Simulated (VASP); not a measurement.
**ZrSe2: the band gap up a ladder of functionals**

How far up the ladder of functionals must one climb to get the gap of ZrSe2 right? The levels: LDA, PBEsol, PBE, TB-mBJ, HSE06, PBE-EpsX, B3LYP, HSE03 and PBE + SOC. LASPH is on for some levels and off for others; the table marks which. The start is a computed cell from the Materials Project.

Method: LDA; plane waves and PAW (Zr_sv, Se), in the first sound run; inputs show where later runs differ, in VASP 6.6.1.

The experiments to compare with:

“Stress-Tuned Optical Transitions in Layered 1T-MX2 (M= Hf, Zr, Sn; X= S, Se) Crystals” (2022, arxiv:2210.12074) quotes from earlier work for ZrSe2, 1T octahedral layered (bulk crystal): band gap (fundamental indirect gap, quoted from earlier experiment) 1.2 eV [Literature value; other experiments cited in the same table give 1.10 and 1.18 eV.].

## Step 1: Set-up

The structure is trigonal, space group P-3m1 (No. 164). Conventional cell: a = 3.811 Å, b = 3.811 Å, c = 6.400 Å, α = 90.00°, β = 90.00°, γ = 120.00°. Zr has 6 Se at 2.70 Å nearest. Se has 3 Zr at 2.70 Å nearest. Farther neighbours and most contacts between anions are not listed.

Structure file:

```cif
data_structure
_symmetry_space_group_name_H-M 'P 1'
_symmetry_Int_Tables_number 1
_cell_length_a 3.8112
_cell_length_b 3.8112
_cell_length_c 6.3999
_cell_angle_alpha 90.000
_cell_angle_beta 90.000
_cell_angle_gamma 120.000
_cell_volume 80.50
loop_
_atom_site_label
_atom_site_type_symbol
_atom_site_fract_x
_atom_site_fract_y
_atom_site_fract_z
_atom_site_occupancy
Zr1 Zr 0.00000 0.00000 0.00000 1
Se2 Se 0.66667 0.33333 0.75588 1
Se3 Se 0.33333 0.66667 0.24412 1
```

## Step 2: Bands with LDA, k 4×4×2

The mesh alone shows little of the dispersion and can miss band extrema, so KPOINTS_OPT adds a path through the symmetry points after the self-consistent cycle. LDA, the lowest rung, knows the local density alone.

File INCAR:

```
SYSTEM = ZrSe2
PREC = Accurate
ENCUT = 400
EDIFF = 1E-06
NELM = 100
ISMEAR = 0
SIGMA = 0.02
LREAL = .FALSE.
ALGO = Normal
GGA = CA
NBANDS = 25
LORBIT = 11
LWAVE = .FALSE.
LCHARG = .FALSE.
KPAR = 4
```

File POSCAR:

```
ZrSe2
1.0
    3.8111525102      0.0000000000      0.0000000000
   -1.9055762551      3.3005548915      0.0000000000
    0.0000000000      0.0000000000      6.3999068900
Zr Se
1 2
Direct
    0.0000000000      0.0000000000      0.0000000000
    0.6666666700      0.3333333300      0.7558824100
    0.3333333300      0.6666666700      0.2441175900
```

File KPOINTS:

```
Automatic mesh
0
Gamma
4 4 2
0 0 0
```

File KPOINTS_OPT:

```
Line mode
16
Line-mode
Reciprocal
  0.00000000   0.00000000   0.00000000 GAMMA
  0.50000000   0.00000000   0.00000000 M

  0.50000000   0.00000000   0.00000000 M
  0.33333333   0.33333333   0.00000000 K

  0.33333333   0.33333333   0.00000000 K
  0.00000000   0.00000000   0.00000000 GAMMA

  0.00000000   0.00000000   0.00000000 GAMMA
  0.00000000   0.00000000   0.50000000 A

  0.00000000   0.00000000   0.50000000 A
  0.50000000   0.00000000   0.50000000 L

  0.50000000   0.00000000   0.50000000 L
  0.33333333   0.33333333   0.50000000 H

  0.33333333   0.33333333   0.50000000 H
  0.00000000   0.00000000   0.50000000 A

  0.50000000   0.00000000   0.50000000 L
  0.50000000   0.00000000   0.00000000 M

  0.33333333   0.33333333   0.00000000 K
  0.33333333   0.33333333   0.50000000 H
```

Potentials, in the order of the species: Zr_sv and Se (PBE family, release 64).

Run with:

```sh
$ mpirun -np 4 vasp_std
```

Numbers of over 12 decimals in the logs are rounded to 6 here.

The program printed:

```text
[banner, memory and clock lines left out]
running    4 mpi-ranks, on    1 nodes
 distrk:  each k-point on    1 cores,    4 groups
 distr:  one band on    1 cores,    1 groups

 POSCAR found type information on POSCAR ZrSe
 POSCAR found :  2 types and       3 ions
|                                                                             |
|               ----> ADVICE to this user running VASP <----                  |
|                                                                             |
|     You enforced a specific xc type in the INCAR file but a different       |
|     [... a line on the potential file left out ...]
|     I HOPE YOU KNOW WHAT YOU ARE DOING!                                     |
|                                                                             |

 LDA part: xc-table for (Slater(with rela. corr.)+CA(PZ))
 , standard interpolation
 POSCAR, INCAR and KPOINTS ok, starting setup
 FFT: planning ... GRIDC
 FFT: planning ... GRID_SOFT
 FFT: planning ... GRID
 WAVECAR not read
 entering main loop
       N       E                     dE             d eps       ncg     rms          rms(c)
DAV:   1     0.138728694335E+03    0.13873E+03   -0.97000E+03   400   0.713E+02
DAV:   2    -0.153190559065E+02   -0.15405E+03   -0.14904E+03   497   0.202E+02
DAV:   3    -0.231261221898E+02   -0.78071E+01   -0.77207E+01   598   0.406E+01
DAV:   4    -0.233834786260E+02   -0.25736E+00   -0.25698E+00   552   0.597E+00
DAV:   5    -0.233870328325E+02   -0.35542E-02   -0.35541E-02   555   0.684E-01    0.134E+01
DAV:   6    -0.216160283228E+02    0.17710E+01   -0.38243E+00   437   0.946E+00    0.532E+00
DAV:   7    -0.215201121802E+02    0.95916E-01   -0.30693E-01   465   0.274E+00    0.256E+00
DAV:   8    -0.215042677148E+02    0.15844E-01   -0.58172E-02   497   0.118E+00    0.404E-01
DAV:   9    -0.215034856164E+02    0.78210E-03   -0.64407E-03   466   0.452E-01    0.203E-01
DAV:  10    -0.215034637283E+02    0.21888E-04   -0.60428E-04   503   0.132E-01    0.699E-02
DAV:  11    -0.215034537739E+02    0.99543E-05   -0.24386E-05   491   0.252E-02    0.227E-02
DAV:  12    -0.215034554192E+02   -0.16452E-05   -0.63739E-06   508   0.120E-02    0.506E-03
DAV:  13    -0.215034555271E+02   -0.10790E-06   -0.24063E-07   310   0.258E-03
   1 F= -.21503456E+02 E0= -.21503456E+02  d E =-.306693E-23
 Start KPOINTS_OPT (optional k-point list driver)
k-point batch [1-8\144]
       N       E                     dE             ncg
DAV:   1    -0.682781086318E+03   -0.16062E+04      400
DAV:   2    -0.193041940521E+04   -0.12476E+04      536
DAV:   3    -0.199521113270E+04   -0.64792E+02      652
DAV:   4    -0.199607799997E+04   -0.86687E+00      520
DAV:   5    -0.199608568642E+04   -0.76864E-02      574
DAV:   6    -0.199608583529E+04   -0.14887E-03      559
DAV:   7    -0.199608584202E+04   -0.67270E-05      480
DAV:   8    -0.199608584246E+04   -0.44399E-06      374
[...]
k-point batch [137-144\144]
       N       E                     dE             ncg
DAV:   1    -0.947878648440E+03   -0.71277E+04      416
DAV:   2    -0.201051727129E+04   -0.10626E+04      494
DAV:   3    -0.206669788785E+04   -0.56181E+02      660
DAV:   4    -0.206795721901E+04   -0.12593E+01      455
DAV:   5    -0.206797393658E+04   -0.16718E-01      547
DAV:   6    -0.206797401568E+04   -0.79098E-04      485
DAV:   7    -0.206797401660E+04   -0.92285E-06      417
```

The job ended after 13 s (4 MPI ranks of Intel Xeon 6975P-C (Granite Rapids), shared host; peak memory 0.66 GiB).

The logs omit lines about the potential files and the build; timing stands in the text.

OUTCAR, selected parts (step 2):

```text
ion  position               nearest neighbor table
   1  0.000  0.000  0.000-   2 2.70   3 2.70   3 2.70   2 2.70   2 2.70   3 2.70
   2  0.667  0.333  0.756-   1 2.70   1 2.70   1 2.70
   3  0.333  0.667  0.244-   1 2.70   1 2.70   1 2.70

  LATTYP: Found a hexagonal cell.
 ALAT       =     3.8111525102
 C/A-ratio  =     1.6792576190

 Subroutine GETGRP returns: Found 12 space group operations
 (whereof 12 operations were pure point group operations)

The static configuration has the point symmetry D_3d.

 Found      8 irreducible k-points:

   k-points           NKPTS =      8   k-points in BZ     NKDIM =      8   number of bands    NBANDS=     25

   dimension x,y,z NGX =    28 NGY =   28 NGZ =   42
   dimension x,y,z NGXF=    56 NGYF=   56 NGZF=   84

   ENCUT  =  400.0 eV  29.40 Ry    5.42 a.u.   6.22  6.22 10.44*2*pi/ulx,y,z

   NELECT =      24.0000    total number of electrons

 k-points in reciprocal lattice and weights: Automatic mesh
   0.00000000  0.00000000  0.00000000       0.031
   0.25000000 -0.00000000  0.00000000       0.188
   0.50000000 -0.00000000  0.00000000       0.094
   0.25000000  0.25000000  0.00000000       0.188
   0.00000000  0.00000000  0.50000000       0.031
   0.25000000 -0.00000000  0.50000000       0.188
   0.50000000 -0.00000000  0.50000000       0.094
   0.25000000  0.25000000  0.50000000       0.188

 average (electrostatic) potential at core
       1 -80.4586       2 -53.5843       3 -53.5843

 E-fermi :   3.7155

 k-point     1 :       0.0000    0.0000    0.0000
  band No.  band energies     occupation
    ...
      8       0.9476      2.00000
      9       0.9476      2.00000
     10       3.4541      2.00000
     11       3.5785      2.00000
     12       3.5785      2.00000
     13       4.5375      0.00000
     14       4.5375      0.00000
     15       5.0172      0.00000
     16       7.9027      0.00000
     17       7.9027      0.00000
    ...

 k-point     2 :       0.2500   -0.0000    0.0000
  band No.  band energies     occupation
    ...
      8       0.4148      2.00000
      9       0.9091      2.00000
     10       1.1645      2.00000
     11       2.5288      2.00000
     12       2.9810      2.00000
     13       4.3546      0.00000
     14       5.6089      0.00000
     15       5.7526      0.00000
     16       7.6313      0.00000
     17       7.9791      0.00000
    ...

 k-point     3 :       0.5000   -0.0000    0.0000
  band No.  band energies     occupation
    ...
      8       0.6501      2.00000
      9       0.9662      2.00000
     10       1.1257      2.00000
     11       1.5925      2.00000
     12       2.3409      2.00000
     13       4.0619      0.00000
     14       5.9745      0.00000
     15       6.3060      0.00000
     16       8.3033      0.00000
     17       8.5066      0.00000
    ...

  Total       -1.8317222     -1.8317222     -1.6396385     -0.0000000      0.0000000     -0.0000000
  in kB      -36.4546773    -36.4546773    -32.6318545     -0.0000000      0.0000000     -0.0000000
  external PRESSURE =     -35.1804031 kB  Pullay stress =       0.0000000 kB

  energy-cutoff  :      400.00
  volume of cell :       80.50
      direct lattice vectors                 reciprocal lattice vectors
     3.811152510  0.000000000  0.000000000     0.262387820  0.151489679  0.000000000
    -1.905576255  3.300554892  0.000000000     0.000000000  0.302979357  0.000000000
     0.000000000  0.000000000  6.399906890     0.000000000  0.000000000  0.156252273

 POSITION                                       TOTAL-FORCE (eV/Angst)
 -----------------------------------------------------------------------------------
      0.00000      0.00000      0.00000         0.000000      0.000000      0.000000
      1.90558      1.10018      4.83758         0.000000      0.000000      0.259658
     -0.00000      2.20037      1.56233        -0.000000     -0.000000     -0.259658
 -----------------------------------------------------------------------------------
    total drift:                                0.000000      0.000000      0.000000

  FREE ENERGIE OF THE ION-ELECTRON SYSTEM (eV)
  ---------------------------------------------------
  free  energy   TOTEN  =       -21.5034555271 eV

  energy  without entropy=      -21.5034555271  energy(sigma->0) =      -21.50345553

 total charge
# of ion       s       p       d       tot
------------------------------------------
    1        2.168   6.002   1.457   9.627
    2        1.464   2.390   0.026   3.880
    3        1.464   2.390   0.026   3.880
--------------------------------------------------
tot          5.096  10.782   1.509  17.387

[... 3 further parts left out ...]
```

Spin-orbit coupling is off here; it would split degenerate levels. The PAW data sets were made with PBE, though LDA sets exist; this is a small mismatch. At this level the cell is under a tension of 3.5 GPa, so at these settings it is away from equilibrium.

Numbers from this step:

| Item | Value |
| --- | --- |
| SCF cycles | 13 |
| electrons | 24 |
| bands | 25 |
| irreducible k-points | 8 |
| symmetry operations | 12 |
| free energy (TOTEN) | -21.50 eV |
| Fermi energy | 3.716 eV |
| pressure | -3.518 GPa |
| metallic | no |
| least gap on mesh and path | 0.2886 eV |
| least direct gap on mesh and path | 0.9589 eV |
| valence top at k | 0, 0, 0 |
| conduction bottom at k | 0.5, 0, 0.5 |
| least direct gap at k | 0, 0, 0 |

Electronic bands along the path, in eV, zero at the valence-band top; v1 is the highest filled band, c1 the lowest empty one:

```csv
point,v4,v3,v2,v1,c1,c2,c3,c4
Γ,-2.63,-0.12,0.00,0.00,0.96,0.96,1.44,4.32
0.47 of the way,-2.49,-2.43,-1.00,-0.49,0.81,1.98,2.11,3.97
M,-2.61,-2.45,-1.99,-1.24,0.48,2.40,2.73,4.72
0.47 of the way,-2.51,-2.37,-2.19,-1.77,1.21,2.39,2.55,4.13
K,-3.47,-2.24,-2.24,-1.75,1.60,2.48,2.48,3.99
0.47 of the way,-3.17,-2.32,-1.87,-0.80,1.20,1.96,2.53,3.56
Γ,-2.63,-0.12,0.00,0.00,0.96,0.96,1.44,4.32
0.47 of the way,-2.62,-0.96,-0.05,-0.05,0.95,0.95,1.69,4.45
A,-2.60,-1.95,-0.12,-0.12,0.94,0.94,1.82,4.62
0.47 of the way,-2.44,-2.23,-0.99,-0.97,0.78,2.03,2.55,3.48
L,-2.58,-2.50,-1.02,-1.01,0.29,2.39,2.71,4.47
0.47 of the way,-2.51,-2.49,-1.87,-1.31,0.93,2.38,2.48,4.13
H,-3.34,-2.24,-1.99,-1.99,1.65,2.12,2.12,4.72
0.47 of the way,-2.51,-2.06,-1.90,-0.98,1.38,1.59,2.72,3.86
A,-2.60,-1.95,-0.12,-0.12,0.94,0.94,1.82,4.62
jump to L,-2.58,-2.50,-1.02,-1.01,0.29,2.39,2.71,4.47
0.53 of the way,-2.52,-2.51,-1.54,-1.13,0.42,2.40,2.72,4.71
M,-2.61,-2.45,-1.99,-1.24,0.48,2.40,2.73,4.72
jump to K,-3.47,-2.24,-2.24,-1.75,1.60,2.48,2.48,3.99
0.47 of the way,-3.53,-2.12,-2.12,-1.95,1.62,2.30,2.30,4.30
H,-3.34,-2.24,-1.99,-1.99,1.65,2.12,2.12,4.72
```

Of the projections kept (Zr, Se), the largest for each band there; the rest of the weight can lie on other orbitals:

```csv
point,v4,v3,v2,v1,c1,c2,c3,c4
Γ,Se 0.53,Se 0.99,Se 0.98,Se 0.98,Zr 0.95,Zr 0.95,Zr 0.87,Zr 0.57
M,Se 0.61,Se 0.57,Se 0.95,Se 0.95,Zr 0.76,Zr 0.99,Zr 0.94,Zr 0.81
K,Se 0.69,Se 0.73,Se 0.73,Se 0.92,Zr 0.94,Zr 0.79,Zr 0.79,Zr 0.82
Γ,Se 0.53,Se 0.99,Se 0.98,Se 0.98,Zr 0.95,Zr 0.95,Zr 0.87,Zr 0.57
A,Se 0.52,Se 0.99,Se 0.98,Se 0.98,Zr 0.95,Zr 0.95,Zr 0.78,Zr 0.56
L,Se 0.59,Se 0.64,Se 0.95,Se 0.94,Zr 0.83,Zr 0.99,Zr 0.95,Zr 0.69
```

Force by atom:

```csv
atom,x (eV/Å),y (eV/Å),z (eV/Å),size
Zr1,0.000,0.000,0.000,0.000
Se2,0.000,0.000,0.260,0.260
Se3,0.000,0.000,-0.260,0.260
```

The gap is 0.29 eV, indirect, from Γ to L. The gap lies -0.91 eV from the measured 1.20 eV.

(Continued in part 2 of 6.)

[Lines on the potential files, build, host, timing and source positions are cut from VASP's logs without a mark.]

[Logs are printed without paths, hosts, clocks, repeated set-up lines and the standing remarks that a program may print on its own settings, such as how far it seeks lower states.]

[Hosts, paths, dates, database ids (printed as entryN), source tags and the programs' standing remarks are cut or masked in the printed files.]

[A measured line is paired with the nearest computed mode of its activity, which favours agreement.]

[In band tables of VASP the shares of atoms and orbitals are scaled to a sum of 1 inside the atoms' spheres.]
